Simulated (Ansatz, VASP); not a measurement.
**Two plane-wave programs on B**

```
CELL_PARAMETERS angstrom
1.88449 0.00000 0.00000
0.00000 1.88449 0.00000
0.00000 0.00000 1.88449
ATOMIC_POSITIONS crystal
B 0.00000 0.00000 0.00000
```

Alike in both runs: task single point; functional r2SCAN; k mesh 19 × 19 × 19; occupations fermi-dirac, width 0.1 eV; no spin polarisation.

|  | VASP | Ansatz |
| --- | --- | --- |
| version | VASP 6.6.1 | Ansatz 0.2.0 |
| potentials or method | VASP PAW PBE potentials, release 64 (B) | plane waves (500 eV) with PAW, scalar-relativistic |
| plane-wave cutoff (eV) | 520 | 500 |
| valence electrons in the cell | 3 | 3 |

```tsv
	VASP	Ansatz	Ansatz less VASP
pressure (GPa)	0.3	0.2	-0.03
```

With one functional, cell and mesh, what is left measures potentials, basis and numerics.

Caveats: the PAW data sets were made with another functional, which shifts forces and pressure a little (VASP).
